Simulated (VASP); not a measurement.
# TiTe2 in VASP: further runs, part 2 of 2

VASP 6.6.1.

## Step 4: Single point, PBE+D3(BJ)

INCAR reads:

```
SYSTEM = TiTe2
  PREC = Accurate
  ENCUT = 520
  EDIFF = 1E-6
  ISMEAR = 1
  SIGMA = 0.1
  LREAL = .False.
  LASPH = .True.
  NELM = 80
  ALGO = Normal
  ISIF = 2
  LWAVE = .False.
  LCHARG = .False.
  LDIPOL = .True.
  IDIPOL = 3
  DIPOL = 0.5 0.5 0.500
  GGA = PE
  IVDW = 12
  NBANDS = 46
  LVHAR = .True.
  LVACPOTAV = .True.
  ICORELEVEL = 1
  KPAR = 4
```

KPOINTS reads:

```
regular mesh
0
Gamma
  12 12 1
  0 0 0
```

POSCAR reads:

```
TiTe2                                   
1.0
    3.7019332300      0.0000000000      0.0000000000
   -1.8509673800      3.2059686700      0.0000000000
    0.0000000000      0.0000000000     31.1480678500
  Te              Ti            
     6     3
Direct
     0.3333330000000032    0.6666659999999993    0.2376180781873772
     0.6666669999999968    0.3333340000000007    0.3495886509994133
     0.3333330000000032    0.6666659999999993    0.4442852348021904
     0.6666669999999968    0.3333340000000007    0.5557147651978097
     0.3333330000000032    0.6666659999999993    0.6504113490005867
     0.6666669999999968    0.3333340000000007    0.7623819218126227
     0.0000000000000000    0.0000000000000000    0.2941704532784035
     0.0000000000000000    0.0000000000000000    0.5000000000000000
     0.0000000000000000    0.0000000000000000    0.7058295467215966
```

Potentials or basis: VASP PAW PBE potentials, release 64 (Te, Ti_sv).

Launch:

```console
$ cat potpaw_PBE.64/Te/POTCAR potpaw_PBE.64/Ti_sv/POTCAR > POTCAR
$ mpirun -np 4 vasp_std > vasp.out
```

OUTCAR:

```text
SYSTEM = TiTe2
   PREC = Accurate
   ENCUT = 520
   EDIFF = 1E-6
   ISMEAR = 1
   LREAL = .False.
   LASPH = .True.
   NELM = 80
   ISIF = 2
   GGA = PE
   IVDW = 12
 IVDW          = 12

 ion  position               nearest neighbor table
   1  0.333  0.667  0.238-   7 2.77   7 2.77   7 2.77
   2  0.667  0.333  0.350-   7 2.75   7 2.75   7 2.75   3 3.64   3 3.64   3 3.64
   3  0.333  0.667  0.444-   8 2.75   8 2.75   8 2.75   2 3.64   2 3.64   2 3.64
   4  0.667  0.333  0.556-   8 2.75   8 2.75   8 2.75   5 3.64   5 3.64   5 3.64
   5  0.333  0.667  0.650-   9 2.75   9 2.75   9 2.75   4 3.64   4 3.64   4 3.64
   6  0.667  0.333  0.762-   9 2.77   9 2.77   9 2.77
   7  0.000  0.000  0.294-   2 2.75   2 2.75   2 2.75   1 2.77   1 2.77   1 2.77
   8  0.000  0.000  0.500-   3 2.75   4 2.75   4 2.75   3 2.75   3 2.75   4 2.75
   9  0.000  0.000  0.706-   5 2.75   5 2.75   5 2.75   6 2.77   6 2.77   6 2.77

  LATTYP: Found a hexagonal cell.
 ALAT       =     3.7019332300
 C/A-ratio  =     8.4140004465

  Lattice vectors:

 A1 = (   3.7019332300,   0.0000000000,   0.0000000000)
 A2 = (  -1.8509673800,   3.2059686700,   0.0000000000)
 A3 = (   0.0000000000,   0.0000000000,  31.1480678500)

Analysis of symmetry for initial positions (statically):
=====================================================================
 Subroutine PRICEL returns:
 Original cell was already a primitive cell.

 Routine SETGRP: Setting up the symmetry group for a
 hexagonal supercell.

 Subroutine GETGRP returns: Found 12 space group operations
 (whereof 12 operations were pure point group operations)
 out of a pool of 24 trial point group operations.

The static configuration has the point symmetry D_3d.

Analysis of symmetry for dynamics (positions and initial velocities):
=====================================================================
 Subroutine PRICEL returns:
 Original cell was already a primitive cell.

 Routine SETGRP: Setting up the symmetry group for a
 hexagonal supercell.

 Subroutine GETGRP returns: Found 12 space group operations
 (whereof 12 operations were pure point group operations)
 out of a pool of 24 trial point group operations.

The dynamic configuration has the point symmetry D_3d.

 Subroutine INISYM returns: Found 12 space group operations
 (whereof 12 operations are pure point group operations),
 and found     1 'primitive' translations

----------------------------------------------------------------------------------------

                                     Primitive cell

  volume of cell :     369.6741

  direct lattice vectors                    reciprocal lattice vectors
     3.701933230  0.000000000  0.000000000     0.270129129  0.155959168  0.000000000
    -1.850967380  3.205968670  0.000000000     0.000000000  0.311918207  0.000000000
     0.000000000  0.000000000 31.148067850     0.000000000  0.000000000  0.032104720

  length of vectors
     3.701933230  3.701934002 31.148067850     0.311918272  0.311918207  0.032104720

  position of ions in fractional coordinates (direct lattice)
     0.333333000  0.666666000  0.237618078
     0.666667000  0.333334000  0.349588651
     0.333333000  0.666666000  0.444285235
     0.666667000  0.333334000  0.555714765
[... 88 lines left out ...]
   NFREE  =      0    steps in history (QN), initial steepest desc. (CG)
   ISIF   =      2    stress and relaxation
   ISYM   =      2    0-nonsym 1-usesym 2-fastsym
   POTIM  = 0.5000    time-step for ionic-motion
   TEBEG  =    0.0;   TEEND  =   0.0 temperature during run
   PSTRESS=    0.0 pullay stress
   NELECT =      72.0000    total number of electrons
   NUPDOWN=      -1.0000    fix difference up-down
   EMIN   =  10.00;   EMAX   =-10.00  energy-range for DOS
   EFERMI =   0.00;   METHOD = LEGACY
   ISMEAR =     1;   SIGMA  =   0.10  broadening in eV -4-tet -1-fermi 0-gaus
   EFERMI_NEDOS =   21; number of points for ismear=-14 and -15
   IALGO  =     38    algorithm
   IMIX   =      4    mixing-type and parameters
     AMIX     =   0.40;   BMIX     =  1.00
     AMIX_MAG =   1.60;   BMIX_MAG =  1.00
  volume/ion in A,a.u.               =      41.07       277.19
  Fermi-wavevector in a.u.,A,eV,Ry     =   0.948956  1.793267 12.252280  0.900517
  Thomas-Fermi vector in A             =   2.077193
   LORBIT       =      0    0 simple, 1 ext, 2 COOP (PROOUT), +10 PAW based schemes
   GGA     = PE    functional components
   LHFCALC =     F    Hartree Fock is set to
   AEXX    =    0.0000 exact exchange contribution
   IVDW    =    12    specifies the selected vdW correction
   LEPSILON=     F    determine dielectric tensor
   LRPA    =     F    only Hartree local field effects (RPA)
 non-spin polarized calculation
 Methfessel and Paxton  Order N= 1 SIGMA  =   0.10
  energy-cutoff  :      520.00
  volume of cell :      369.67
 maximum number of plane-waves:      9993
 NGX is ok and might be reduce to    28
   NGX = 13   NGY = 13   NGZ =115

 dipolmoment           0.000000      0.000000     -0.000000 electrons x Angstroem

 number of electron      72.0000011 magnetization

 dipolmoment           0.000000      0.000000      0.000000 electrons x Angstroem

 Free energy of the ion-electron system (eV)
  ---------------------------------------------------
  ext. energy  EPLUGINS =         0.00000000
  ---------------------------------------------------
  free energy    TOTEN  =       -48.47903897 eV

  energy without entropy =      -48.47967415  energy(sigma->0) =      -48.47925070

 the core state eigenenergies are
   1-  1s -31612.8309  2s  -4840.4090  2p  -4343.8048  3s   -956.6355  3p   -795.2933
       3d   -551.5420  4s   -156.1614  4p   -106.2030  4d    -33.5334
   2-  1s -31612.9711  2s  -4840.5531  2p  -4343.9482  3s   -956.7908  3p   -795.4485
       3d   -551.6959  4s   -156.3361  4p   -106.3798  4d    -33.7167
   3-  1s -31613.0188  2s  -4840.5988  2p  -4343.9941  3s   -956.8339  3p   -795.4917
       3d   -551.7393  4s   -156.3750  4p   -106.4182  4d    -33.7536
   4-  1s -31613.0188  2s  -4840.5988  2p  -4343.9941  3s   -956.8339  3p   -795.4917
       3d   -551.7393  4s   -156.3750  4p   -106.4182  4d    -33.7536
   5-  1s -31612.9711  2s  -4840.5531  2p  -4343.9482  3s   -956.7908  3p   -795.4485
       3d   -551.6959  4s   -156.3361  4p   -106.3798  4d    -33.7167
   6-  1s -31612.8309  2s  -4840.4090  2p  -4343.8048  3s   -956.6355  3p   -795.2933
       3d   -551.5420  4s   -156.1614  4p   -106.2030  4d    -33.5334
   7-  1s  -4860.7430  2s   -529.2402  2p   -436.5413
   8-  1s  -4860.7763  2s   -529.2650  2p   -436.5669
   9-  1s  -4860.7430  2s   -529.2402  2p   -436.5413

 E-fermi :   2.7492     XC(G=0):  -6.6733

 val. band max:        2.7428377882   @ k =   0.4167   0.0000   0.0000
 cond. band min:       2.7780872642   @ k =   0.3333   0.0000   0.0000
 fundamental gap:      0.0352494759
 Fermi energy:         2.7492122784

 k-point     1 :       0.0000    0.0000    0.0000
  band No.  band energies     occupation
      1     -54.6730      2.00000
      2     -54.6369      2.00000
      3     -54.6369      2.00000
      4     -30.9328      2.00000
      5     -30.9328      2.00000
      6     -30.9045      2.00000
[... 920 lines left out ...]
     45       4.1891     -0.00000
     46       4.9695      0.00000

------------------------ aborting loop because EDIFF is reached ----------------------------------------

 Edisp (eV)   -4.16058

 E8    (eV) :    -1.9623

  FORCE on cell =-STRESS in cart. coord.  units (eV):
  Direction    XX          YY          ZZ          XY          YZ          ZX
  --------------------------------------------------------------------------------------
  -------------------------------------------------------------------------------------
  Total      -0.66278    -0.66278    -0.13426     0.00000     0.00000    -0.00000
  in kB      -2.87251    -2.87251    -0.58188     0.00000     0.00000    -0.00000
  external pressure =       -2.11 kB  Pullay stress =        0.00 kB

 VOLUME and BASIS-vectors are now :
 -----------------------------------------------------------------------------
  energy-cutoff  :      520.00
  volume of cell :      369.67
      direct lattice vectors                 reciprocal lattice vectors
     3.701933230  0.000000000  0.000000000     0.270129129  0.155959168  0.000000000
    -1.850967380  3.205968670  0.000000000     0.000000000  0.311918207  0.000000000
     0.000000000  0.000000000 31.148067850     0.000000000  0.000000000  0.032104720

 POSITION                                       TOTAL-FORCE (eV/Angst)
 -----------------------------------------------------------------------------------
     -0.00000      2.13731      7.40134        -0.000000     -0.000000      0.005577
      1.85097      1.06866     10.88901        -0.000000     -0.000000      0.003481
     -0.00000      2.13731     13.83863         0.000000      0.000000      0.018843
      1.85097      1.06866     17.30944         0.000000     -0.000000     -0.018843
     -0.00000      2.13731     20.25906         0.000000      0.000000     -0.003481
      1.85097      1.06866     23.74672         0.000000      0.000000     -0.005577
      0.00000      0.00000      9.16284         0.000000      0.000000     -0.010377
      0.00000      0.00000     15.57403         0.000000      0.000000      0.000000
      0.00000      0.00000     21.98523         0.000000      0.000000      0.010377
 -----------------------------------------------------------------------------------
    total drift:                               -0.000000      0.000000      0.000000

  FREE ENERGIE OF THE ION-ELECTRON SYSTEM (eV)
  ---------------------------------------------------
  free  energy   TOTEN  =       -52.6396220429 eV

  energy  without entropy=      -52.6402572217  energy(sigma->0) =      -52.63983377

 vacuum level on the upper side and lower side of the slab         7.608         7.608
```

It took 3.1 min on 4 MPI ranks of Intel Xeon Platinum 8559C (Emerald Rapids), shared host; peak memory 0.56 GiB.

Results:

```yaml
Free_energy: -52.6396 eV
Largest_force: 0.019 eV/Å
Band_gap_on_the_k_mesh: none (metal or under the smearing width)
Dispersion_energy_per_atom: -0.462 eV
Work_function_of_the_upper_face: 4.86 eV
Work_function_of_the_lower_face: 4.86 eV
```

Forces on the atoms (eV/Å):
```
Te   0.000  0.000  0.006
Te   0.000  0.000  0.003
Te   0.000  0.000  0.019
Te   0.000  0.000 -0.019
Te   0.000  0.000 -0.003
Te   0.000  0.000 -0.006
Ti   0.000  0.000 -0.010
Ti   0.000  0.000  0.000
Ti   0.000  0.000  0.010
```

Core levels (eV, on the scale of the bands):
```tsv
atom	levels
1 Te	1s -31612.8, 2s -4840.4, 2p -4343.8, 3s -956.6, 3p -795.3, 3d -551.5, 4s -156.2, 4p -106.2, 4d -33.5
2 Te	1s -31613.0, 2s -4840.6, 2p -4343.9, 3s -956.8, 3p -795.4, 3d -551.7, 4s -156.3, 4p -106.4, 4d -33.7
3 Te	1s -31613.0, 2s -4840.6, 2p -4344.0, 3s -956.8, 3p -795.5, 3d -551.7, 4s -156.4, 4p -106.4, 4d -33.8
4 Te	1s -31613.0, 2s -4840.6, 2p -4344.0, 3s -956.8, 3p -795.5, 3d -551.7, 4s -156.4, 4p -106.4, 4d -33.8
5 Te	1s -31613.0, 2s -4840.6, 2p -4343.9, 3s -956.8, 3p -795.4, 3d -551.7, 4s -156.3, 4p -106.4, 4d -33.7
6 Te	1s -31612.8, 2s -4840.4, 2p -4343.8, 3s -956.6, 3p -795.3, 3d -551.5, 4s -156.2, 4p -106.2, 4d -33.5
```

The run has no spin-orbit coupling, so splittings on Te are missing.
